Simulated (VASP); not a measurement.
# VSi2 (P1) in VASP: band structure with revPBE+D3+U

Aim: the band structure of VSi2 with revPBE+D3+U.

Program: VASP 6.6.1. These are calculated values, not measurements. Logs are shortened: lines on timing, memory, paths and dates and some standing lists are left out, and cuts for length are marked.

### Step 1. The undisturbed crystal

The typed cell holds 9 atoms: a = 4.573 Å, b = 4.573 Å, c = 6.374 Å, α = 90.00°, β = 90.00°, γ = 120.00°.

### Step 2. Band structure, revPBE+D3+U, collinear spin, antiferromagnetic start (atom 6 moved 0.06 Å; volume scaled by 0.88)

INCAR

```
ALGO = Fast ; EDIFF = 1E-6
ENCUT = 520 ; GGA = RE
ISIF = 2 ; ISMEAR = 0
ISPIN = 2 ; IVDW = 11
LASPH = True ; LCHARG = False
LDAU = True ; LDAUJ = 0.5 0
LDAUL = 2 -1 ; LDAUPRINT = 1
LDAUTYPE = 1 ; LDAUU = 7 0
LMAXMIX = 4 ; LORBIT = 11
LREAL = False ; LWAVE = False
MAGMOM = 2 -2 2 0 0 0 0 0 0 ; NELM = 150
PREC = Accurate ; SIGMA = 0.05
```

KPOINTS

```
k-points
0
Gamma
  5 5 3
```

POSCAR

```
VSi2
4.3819
    0.999988638992      0.000000000000      0.000000000000
   -0.499994318401      0.866015564572      0.000000000000
    0.000000000000      0.000000000000      1.394026643100
V Si
3 6
Direct
    0.4985753000      0.9985118200      0.9999731500
    0.4985753000      0.4985118200      0.6666398200
    0.9985753000      0.4985118200      0.3333064900
    0.1611753000      0.3237118200      0.9999731500
    0.8359753000      0.1611118200      0.6666398200
    0.6861975900      0.8493054700      0.3335481100
    0.8359753000      0.6733118200      0.9999731500
    0.1611753000      0.8359118200      0.6666398200
    0.3237753000      0.1611118200      0.3333064900
```

KPOINTS_OPT

```
path GMKGALHA,LM,KH
10
line-mode
reciprocal
 0.0000000000  0.0000000000  0.0000000000  G
 0.5000000000  0.0000000000  0.0000000000  M

 0.5000000000  0.0000000000  0.0000000000  M
 0.3333333333  0.3333333333  0.0000000000  K

 0.3333333333  0.3333333333  0.0000000000  K
 0.0000000000  0.0000000000  0.0000000000  G

 0.0000000000  0.0000000000  0.0000000000  G
 0.0000000000  0.0000000000  0.5000000000  A

 0.0000000000  0.0000000000  0.5000000000  A
 0.5000000000  0.0000000000  0.5000000000  L

 0.5000000000  0.0000000000  0.5000000000  L
 0.3333333333  0.3333333333  0.5000000000  H

 0.3333333333  0.3333333333  0.5000000000  H
 0.0000000000  0.0000000000  0.5000000000  A

 0.5000000000  0.0000000000  0.5000000000  L
 0.5000000000  0.0000000000  0.0000000000  M

 0.3333333333  0.3333333333  0.0000000000  K
 0.3333333333  0.3333333333  0.5000000000  H
```

Potentials or basis: VASP PAW PBE potentials, release 64 (V_sv, Si).

The run is started by

```sh
> cat potpaw_PBE.64/V_sv/POTCAR potpaw_PBE.64/Si/POTCAR > POTCAR
> mpirun -np 1 vasp_std > vasp.out
```

OUTCAR:

```text
EDIFF = 1E-6
   ENCUT = 520
   GGA = RE
   ISIF = 2
   ISMEAR = 0
   ISPIN = 2
   IVDW = 11
   LASPH = True
   LORBIT = 11
   LREAL = False
   NELM = 150
   PREC = Accurate
 IVDW          = 11

 ion  position               nearest neighbor table
   1  0.499  0.999  1.000-   5 2.41   8 2.41   9 2.41   6 2.41   7 2.51   4 2.51   4 2.51   7 2.51
                             4 2.56   7 2.56
   2  0.499  0.499  0.667-   9 2.41   4 2.41   7 2.41   6 2.43   8 2.51   5 2.51   5 2.51   8 2.51
                             5 2.56   8 2.56
   3  0.999  0.499  0.333-   5 2.41   8 2.41   4 2.41   7 2.41   6 2.46   9 2.51   9 2.51   6 2.52
                             9 2.56   6 2.61
   4  0.161  0.324  1.000-   5 2.38   9 2.38   2 2.41   3 2.41   7 2.47   1 2.51   1 2.51   1 2.56
                             7 2.56   7 2.56   6 2.91   8 2.95   8 3.03   6 3.07
   5  0.836  0.161  0.667-   6 2.35   4 2.38   3 2.41   1 2.41   8 2.47   2 2.51   2 2.51   2 2.56
                             8 2.56   8 2.56   7 2.95   9 2.95   7 3.03   9 3.03
   6  0.686  0.849  0.334-   5 2.35   7 2.38   1 2.41   9 2.42   2 2.43   3 2.46   3 2.52   9 2.56
                             3 2.61   9 2.61   4 2.91   8 2.93   8 3.05   4 3.07
   7  0.836  0.673  1.000-   8 2.38   6 2.38   2 2.41   3 2.41   4 2.47   1 2.51   1 2.51   1 2.56
                             4 2.56   4 2.56   5 2.95   9 2.95   5 3.03   9 3.03
   8  0.161  0.836  0.667-   9 2.38   7 2.38   3 2.41   1 2.41   5 2.47   2 2.51   2 2.51   2 2.56
                             5 2.56   5 2.56   6 2.93   4 2.95   4 3.03   6 3.05
   9  0.324  0.161  0.333-   8 2.38   4 2.38   2 2.41   1 2.41   6 2.42   3 2.51   3 2.51   3 2.56
                             6 2.56   6 2.61   5 2.95   7 2.95   5 3.03   7 3.03

  LATTYP: Found a hexagonal cell.
 ALAT       =     4.3818502172
 C/A-ratio  =     1.3940424808

  Lattice vectors:

 A1 = (   4.3818502172,   0.0000000000,   0.0000000000)
 A2 = (  -2.1909251038,   3.7947936024,   0.0000000000)
 A3 = (   0.0000000000,   0.0000000000,   6.1084853474)

Analysis of symmetry for initial positions (statically):
=====================================================================
 Subroutine PRICEL returns:
 Original cell was already a primitive cell.

 Routine SETGRP: Setting up the symmetry group for a
 hexagonal supercell.

 Subroutine GETGRP returns: Found  1 space group operations
 (whereof  1 operations were pure point group operations)
 out of a pool of 24 trial point group operations.

The static configuration has the point symmetry C_1 .

Analysis of symmetry for dynamics (positions and initial velocities):
=====================================================================
 Subroutine PRICEL returns:
 Original cell was already a primitive cell.

 Routine SETGRP: Setting up the symmetry group for a
 hexagonal supercell.

 Subroutine GETGRP returns: Found  1 space group operations
 (whereof  1 operations were pure point group operations)
 out of a pool of 24 trial point group operations.

The dynamic configuration has the point symmetry C_1 .

Analysis of structural, dynamic, and magnetic symmetry:
=====================================================================
 Subroutine PRICEL returns:
 Original cell was already a primitive cell.

 Routine SETGRP: Setting up the symmetry group for a
 hexagonal supercell.

 Subroutine GETGRP returns: Found  1 space group operations
 (whereof  1 operations were pure point group operations)
 out of a pool of 24 trial point group operations.

The overall configuration has the point symmetry C_1 .

 Subroutine INISYM returns: Found  1 space group operations
 (whereof  1 operations are pure point group operations),
 and found     1 'primitive' translations

----------------------------------------------------------------------------------------

                                     Primitive cell

  volume of cell :     101.5732

  direct lattice vectors                    reciprocal lattice vectors
     4.381850217  0.000000000  0.000000000     0.228214099  0.131759471  0.000000000
    -2.190925104  3.794793602  0.000000000     0.000000000  0.263518943  0.000000000
     0.000000000  0.000000000  6.108485347     0.000000000  0.000000000  0.163706704

  length of vectors
[... 102 lines left out ...]
   ISIF   =      2    stress and relaxation
   ISYM   =      2    0-nonsym 1-usesym 2-fastsym
   POTIM  = 0.5000    time-step for ionic-motion
   TEBEG  =    0.0;   TEEND  =   0.0 temperature during run
   PSTRESS=    0.0 pullay stress
   NELECT =      63.0000    total number of electrons
   NUPDOWN=      -1.0000    fix difference up-down
   EMIN   =  10.00;   EMAX   =-10.00  energy-range for DOS
   EFERMI =   0.00;   METHOD = LEGACY
   ISMEAR =     0;   SIGMA  =   0.05  broadening in eV -4-tet -1-fermi 0-gaus
   EFERMI_NEDOS =   21; number of points for ismear=-14 and -15
   IALGO  =     68    algorithm
   IMIX   =      4    mixing-type and parameters
     AMIX     =   0.40;   BMIX     =  1.00
     AMIX_MAG =   1.60;   BMIX_MAG =  1.00
  volume/ion in A,a.u.               =      11.29        76.16
  Fermi-wavevector in a.u.,A,eV,Ry     =   1.396139  2.638320 26.520525  1.949204
  Thomas-Fermi vector in A             =   2.519522
   LORBIT       =     11    0 simple, 1 ext, 2 COOP (PROOUT), +10 PAW based schemes
 LDA+U is selected, type is set to LDAUTYPE =  1
   angular momentum for each species LDAUL =     2   -1
   U (eV)           for each species LDAUU =   7.0  0.0
   J (eV)           for each species LDAUJ =   0.5  0.0
   GGA     = RE    functional components
   LHFCALC =     F    Hartree Fock is set to
   AEXX    =    0.0000 exact exchange contribution
   IVDW    =    11    specifies the selected vdW correction
   LEPSILON=     F    determine dielectric tensor
   LRPA    =     F    only Hartree local field effects (RPA)
 spin polarized calculation
 RMM-DIIS sequential band-by-band and
 Gauss-broadening in eV      SIGMA  =   0.05
  energy-cutoff  :      520.00
  volume of cell :      101.57
 maximum number of plane-waves:      2752
 NGX is ok and might be reduce to    36
   NGX = 17   NGY = 17   NGZ = 23

atom =   1  type =  1  l = 2

 onsite density matrix

spin component  1
[... 83 lines left out ...]
  o =  0.1286  v =  0.0000  0.0000  0.0000  0.0000  0.0000 -0.6253 -0.0021  0.7325 -0.0138 -0.2688      0.0000  0.0000  0.0000  0.0000  0.0000  0.0000  0.0000  0.0000  0.0000  0.0000
  o =  0.1721  v =  0.0000  0.0000  0.0000  0.0000  0.0000 -0.0095  0.1026 -0.0276 -0.9943 -0.0029      0.0000  0.0000  0.0000  0.0000  0.0000  0.0000  0.0000  0.0000  0.0000  0.0000
  o =  0.1757  v =  0.0000  0.0000  0.0000  0.0000  0.0000 -0.0400  0.0030 -0.3738  0.0137 -0.9265      0.0000  0.0000  0.0000  0.0000  0.0000  0.0000  0.0000  0.0000  0.0000  0.0000
  o =  0.2339  v =  0.0000  0.0000  0.0000  0.0000  0.0000 -0.0889  0.9883 -0.0591  0.1043  0.0324      0.0000  0.0000  0.0000  0.0000  0.0000  0.0000  0.0000  0.0000  0.0000  0.0000
  o =  0.2367  v =  0.0000  0.0000  0.0000  0.0000  0.0000 -0.7742 -0.1131 -0.5651  0.0106  0.2612      0.0000  0.0000  0.0000  0.0000  0.0000  0.0000  0.0000  0.0000  0.0000  0.0000
  o =  0.2697  v =  0.7614  0.0053  0.5724  0.0162 -0.3038  0.0000  0.0000  0.0000  0.0000  0.0000      0.0000  0.0000  0.0000  0.0000  0.0000  0.0000  0.0000  0.0000  0.0000  0.0000
  o =  0.3149  v = -0.0096  0.6579 -0.0047  0.7528  0.0187  0.0000  0.0000  0.0000  0.0000  0.0000      0.0000  0.0000  0.0000  0.0000  0.0000  0.0000  0.0000  0.0000  0.0000  0.0000
  o =  0.4959  v =  0.1702  0.0133  0.2761 -0.0312  0.9453  0.0000  0.0000  0.0000  0.0000  0.0000      0.0000  0.0000  0.0000  0.0000  0.0000  0.0000  0.0000  0.0000  0.0000  0.0000
  o =  0.6201  v = -0.0089  0.7529  0.0061 -0.6573 -0.0325  0.0000  0.0000  0.0000  0.0000  0.0000      0.0000  0.0000  0.0000  0.0000  0.0000  0.0000  0.0000  0.0000  0.0000  0.0000
  o =  0.6641  v = -0.6254 -0.0107  0.7721  0.0089 -0.1124  0.0000  0.0000  0.0000  0.0000  0.0000      0.0000  0.0000  0.0000  0.0000  0.0000  0.0000  0.0000  0.0000  0.0000  0.0000

 number of electron      62.9999983 magnetization       1.5790751

 Free energy of the ion-electron system (eV)
  ---------------------------------------------------
  ext. energy  EPLUGINS =         0.00000000
  ---------------------------------------------------
  free energy    TOTEN  =       -38.94322324 eV

  energy without entropy =      -38.94143414  energy(sigma->0) =      -38.94232869

 E-fermi :  13.3377     XC(G=0): -12.7251

 val. band max:       13.3258727519   @ k =   0.4000   0.0000   0.0000
 cond. band min:      13.3884080665   @ k =  -0.4000  -0.4000   0.3333
 fundamental gap:      0.0625353146
 Fermi energy:        13.3377234824

 spin component 1

 k-point     1 :       0.0000    0.0000    0.0000
  band No.  band energies     occupation
      1     -51.7737      1.00000
      2     -51.7528      1.00000
      3     -50.8181      1.00000
      4     -25.7066      1.00000
      5     -25.6925      1.00000
      6     -25.6661      1.00000
[... 1961 lines left out ...]
     37      16.5437      0.00000
     38      16.6175      0.00000

 [... further k-points ...]

------------------------ aborting loop because EDIFF is reached ----------------------------------------

 Edisp (eV)   -6.61346

 E8    (eV) :    -3.0452

  FORCE on cell =-STRESS in cart. coord.  units (eV):
  Direction    XX          YY          ZZ          XY          YZ          ZX
  --------------------------------------------------------------------------------------
  -------------------------------------------------------------------------------------
  Total      20.07510    19.62053    22.48909    -0.34142     0.35286     0.01298
  in kB     316.65694   309.48671   354.73439    -5.38540     5.56581     0.20469
  external pressure =      326.96 kB  Pullay stress =        0.00 kB

 VOLUME and BASIS-vectors are now :
 -----------------------------------------------------------------------------
  energy-cutoff  :      520.00
  volume of cell :      101.57
      direct lattice vectors                 reciprocal lattice vectors
     4.381850217  0.000000000  0.000000000     0.228214099  0.131759471  0.000000000
    -2.190925104  3.794793602  0.000000000     0.000000000  0.263518943  0.000000000
     0.000000000  0.000000000  6.108485347     0.000000000  0.000000000  0.163706704

 POSITION                                       TOTAL-FORCE (eV/Angst)
 -----------------------------------------------------------------------------------
     -0.00298      3.78915      6.10832         0.019182      0.026085      0.081167
      1.09248      1.89175      4.07216         0.029732      0.104014     -0.129468
      3.28341      1.89175      2.03600         0.093878      0.286963     -0.076363
     -0.00298      1.22842      6.10832        -0.157085      0.115607     -0.146610
      3.31013      0.61139      4.07216        -0.040132      0.087816      0.162713
      1.14605      3.22294      2.03747        -0.443091     -0.617614      0.076137
      2.18794      2.55508      6.10832         0.138142     -0.101667     -0.132706
     -1.12517      3.17211      4.07216         0.043833     -0.003419      0.044012
      1.06575      0.61139      2.03600         0.315540      0.102214      0.121117
 -----------------------------------------------------------------------------------
    total drift:                                0.000204     -0.001243     -0.000220

  FREE ENERGIE OF THE ION-ELECTRON SYSTEM (eV)
  ---------------------------------------------------
  free  energy   TOTEN  =       -45.5566784047 eV

  energy  without entropy=      -45.5548893059  energy(sigma->0) =      -45.55578386

 total charge

# of ion       s       p       d       tot
------------------------------------------
    1        2.277   6.312   3.272  11.860
    2        2.278   6.311   3.251  11.841
    3        2.277   6.312   3.274  11.863
    4        0.763   0.979   0.000   1.742
    5        0.762   0.997   0.000   1.759
    6        0.764   0.982   0.000   1.746
    7        0.763   0.979   0.000   1.742
    8        0.762   0.993   0.000   1.756
    9        0.764   0.981   0.000   1.745
--------------------------------------------------
tot         11.410  24.847   9.797  46.054

 magnetization (x)

# of ion       s       p       d       tot
------------------------------------------
    1        0.014   0.020   1.363   1.397
    2       -0.016  -0.023  -0.884  -0.923
    3        0.015   0.021   1.409   1.445
    4       -0.015  -0.035   0.000  -0.050
    5       -0.013  -0.019   0.000  -0.033
    6       -0.015  -0.036   0.000  -0.051
    7       -0.015  -0.036   0.000  -0.051
    8       -0.013  -0.020   0.000  -0.033
    9       -0.015  -0.036   0.000  -0.051
--------------------------------------------------
tot         -0.073  -0.164   1.888   1.650
```

Run time: 50 min. Hardware: 1 thread of Intel Xeon Platinum 8375C at 2.90GHz (Ice Lake), shared host; peak memory 0.56 GiB.

What came out:

```
Free energy                                           : -45.5567 eV
Pressure                                              : 32.7 GPa
Largest force                                         : 0.764 eV/Å
Band gap along the path                               : none (metal or under the smearing width)
Net moment                                            : 1.58 μB per cell
Site moments                                          : V +1.40, -0.92, +1.45; Si -0.05, -0.03 μB
Valence electrons inside the program's atomic spheres : V 11.86, 11.84; Si 1.74, 1.76, 1.75
Dispersion energy per atom                            : -0.735 eV
```

Forces in eV/Å, atoms in the order of the input:
```
V    0.019  0.026  0.081
V    0.030  0.104 -0.129
V    0.094  0.287 -0.076
Si  -0.157  0.116 -0.147
Si  -0.040  0.088  0.163
Si  -0.443 -0.618  0.076
Si   0.138 -0.102 -0.133
Si   0.044 -0.003  0.044
Si   0.316  0.102  0.121
```

Stress tensor (GPa, compression positive):
```
31.67 -0.54  0.02
-0.54 30.95  0.56
 0.02  0.56 35.47
```

Levels at the corners of the path, in eV from the Fermi level:
Spin up:
| point | band 30 | band 31 | band 32 | band 33 | band 34 | band 35 |
| --- | --- | --- | --- | --- | --- | --- |
| Γ | -2.07 | -1.98 | -1.58 | -0.68 | 1.78 | 1.91 |
| M | -1.09 | -0.58 | -0.15 | 0.29 | 1.66 | 1.80 |
| M | -1.09 | -0.58 | -0.15 | 0.29 | 1.66 | 1.80 |
| K | -1.26 | -0.70 | -0.34 | 0.59 | 1.66 | 1.81 |
| K | -1.26 | -0.70 | -0.34 | 0.59 | 1.66 | 1.81 |
| Γ | -2.07 | -1.98 | -1.58 | -0.68 | 1.78 | 1.91 |
| Γ | -2.07 | -1.98 | -1.58 | -0.68 | 1.78 | 1.91 |
| A | -2.19 | -1.38 | -1.05 | 0.62 | 1.78 | 2.03 |
| A | -2.19 | -1.38 | -1.05 | 0.62 | 1.78 | 2.03 |
| L | -1.74 | -0.49 | -0.37 | 0.85 | 1.67 | 1.84 |
| L | -1.74 | -0.49 | -0.37 | 0.85 | 1.67 | 1.84 |
| H | -1.06 | -0.67 | -0.20 | 0.62 | 1.46 | 1.75 |
| H | -1.06 | -0.67 | -0.20 | 0.62 | 1.46 | 1.75 |
| A | -2.19 | -1.38 | -1.05 | 0.62 | 1.78 | 2.03 |
| L | -1.74 | -0.49 | -0.37 | 0.85 | 1.67 | 1.84 |
| M | -1.09 | -0.58 | -0.15 | 0.29 | 1.66 | 1.80 |
| K | -1.26 | -0.70 | -0.34 | 0.59 | 1.66 | 1.81 |
| H | -1.06 | -0.67 | -0.20 | 0.62 | 1.46 | 1.75 |
Spin down:
| point | band 29 | band 30 | band 31 | band 32 | band 33 | band 34 |
| --- | --- | --- | --- | --- | --- | --- |
| Γ | -2.05 | -1.98 | -1.88 | -1.44 | 1.46 | 2.69 |
| M | -0.24 | -0.09 | 0.23 | 0.32 | 1.30 | 1.74 |
| M | -0.24 | -0.09 | 0.23 | 0.32 | 1.30 | 1.74 |
| K | -0.90 | -0.81 | 0.63 | 0.70 | 1.46 | 2.03 |
| K | -0.90 | -0.81 | 0.63 | 0.70 | 1.46 | 2.03 |
| Γ | -2.05 | -1.98 | -1.88 | -1.44 | 1.46 | 2.69 |
| Γ | -2.05 | -1.98 | -1.88 | -1.44 | 1.46 | 2.69 |
| A | -2.11 | -1.65 | -1.27 | 1.50 | 2.07 | 2.86 |
| A | -2.11 | -1.65 | -1.27 | 1.50 | 2.07 | 2.86 |
| L | -1.08 | -0.61 | -0.20 | -0.01 | 1.70 | 2.20 |
| L | -1.08 | -0.61 | -0.20 | -0.01 | 1.70 | 2.20 |
| H | -0.68 | -0.06 | 0.40 | 0.75 | 1.79 | 2.13 |
| H | -0.68 | -0.06 | 0.40 | 0.75 | 1.79 | 2.13 |
| A | -2.11 | -1.65 | -1.27 | 1.50 | 2.07 | 2.86 |
| L | -1.08 | -0.61 | -0.20 | -0.01 | 1.70 | 2.20 |
| M | -0.24 | -0.09 | 0.23 | 0.32 | 1.30 | 1.74 |
| K | -0.90 | -0.81 | 0.63 | 0.70 | 1.46 | 2.03 |
| H | -0.68 | -0.06 | 0.40 | 0.75 | 1.79 | 2.13 |

Eigenvalues of the final occupation matrices:
| site | spin | trace | eigenvalues |
| --- | --- | --- | --- |
| site 1 d | 1 | 2.34 | 0.27 0.31 0.49 0.61 0.66 |
| site 1 d | 2 | 0.97 | 0.14 0.17 0.17 0.24 0.25 |
| site 2 d | 1 | 1.20 | 0.15 0.22 0.23 0.28 0.32 |
| site 2 d | 2 | 2.09 | 0.27 0.33 0.37 0.51 0.60 |
| site 3 d | 1 | 2.36 | 0.27 0.31 0.50 0.62 0.66 |
| site 3 d | 2 | 0.95 | 0.13 0.17 0.18 0.23 0.24 |

Caveat: the PAW data sets were made with another functional, which shifts forces and pressure a little; pairwise dispersion overbinds metals, which lowers pressure and volume; the U is typed as a test and isn't derived for this compound. The state reached can hang on the start; a lower one may exist.
